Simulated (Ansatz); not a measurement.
Results of LDA in Ansatz (PAW) for cubic perovskite BaSnO3.

Numerical settings: plane-wave cutoff 520 eV, 8×8×8 k mesh, Fermi–Dirac smearing 0.01 eV, scalar-relativistic PAW data made under PBE.

Energies at three volumes about the minimum:

```
V (Å³/atom)  E − E_lowest (meV/atom)
-----------  -----------------------
13.342                          2.91
13.614                          0.00
13.887                          2.73
```

### Question
Fit a parabola by hand: where is the minimum, what lattice constant follows, and what is the bulk modulus?

### Answer
Slopes: (0.00 − 2.91)/(13.614 − 13.342) = -10.699 and (2.73 − 0.00)/(13.887 − 13.614) = 10.000 meV/Å³. Curvature E″ = 2 × (10.000 − (-10.699))/(13.887 − 13.342) = 75.960 meV/Å⁶. From the middle of the first interval, the slope vanishes at V0 = 13.4780 − (-10.699)/75.960 = 13.619 Å³/atom. B = V0 E″ = 13.619 × 75.960 meV/Å³ × 0.1602 GPa per meV/Å³ = 166 GPa. With 5 atoms in the cube, a = (5 × 13.619)^(1/3) = 4.084 Å. The full Birch–Murnaghan fit to all volumes gives V0 = 13.613 Å³/atom and B0 = 166 GPa.

Measured, for comparison: lattice constant a 4.116 Å (temperature not stated, not corrected to a static lattice; as tabulated in Lee et al. (2017), arXiv:1707.09778).

Ansatz is a first-principles code.
